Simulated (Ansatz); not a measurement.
## C under changes of volume

One of the cells (10.908 Å³/atom); the others are scaled copies at fixed shape and fractional positions:

```
CELL_PARAMETERS angstrom
1.23319 0.71198 8.28262
-1.23319 0.71198 8.28262
0.00000 -1.42396 8.28262
ATOMIC_POSITIONS crystal
C 0.08717 0.08717 0.08717
C 0.75385 0.75385 0.75385
C 0.24615 0.24615 0.24615
C 0.91283 0.91283 0.91283
```

This isn't the form of C at room conditions, which is graphite.

- Program: Ansatz 0.2.0
- Functional: PBEsol
- Potentials or basis: all-electron LAPW, scalar-relativistic
- Cutoff: 525 eV (chosen from the basis error)
- Basis error allowed: 0.001 eV/atom
- k mesh: 12 × 12 × 12
- Occupations: fermi-dirac, width 0.05 eV
- Spin: no spin polarisation

```tsv
volume (Å³/atom)	energy over the lowest point (meV/atom)	pressure (GPa)	gap on the mesh (eV)
10.254	?	?	?
10.472	7.02	7.6	0.20
10.690	0.22	2.5	0.19
10.908	0.00	-2.1	0.19
11.126	5.79	-6.3	0.18
11.345	17.05	-10.2	0.17
11.563	33.32	-13.7	0.17
```

Question: What does the run at 10.254 Å³/atom give?

Answer: Energy over the lowest point 21.04 meV/atom; pressure 13.1 GPa; gap on the mesh 0.21 eV.

Worked out: A Birch-Murnaghan fit of order 3 (a polynomial in V^(-2/3)) to the other rows has its minimum at 10.81 Å³/atom with B0 = V·E''(V) = 228 GPa and B' = 3.6 at fixed shape and positions, which overstates the stiffness. It gives 21.01 meV/atom at 10.254 Å³/atom, against the run's 21.04, and -dE/dV = 13.1 GPa, against 13.1. A straight line through the other rows of the gap, of slope -0.317 eV per unit of ln V (its deformation potential), extrapolates to 0.21 eV, against the run's 0.21.

Energies are extrapolated to zero smearing.

A mesh can miss the band edges.
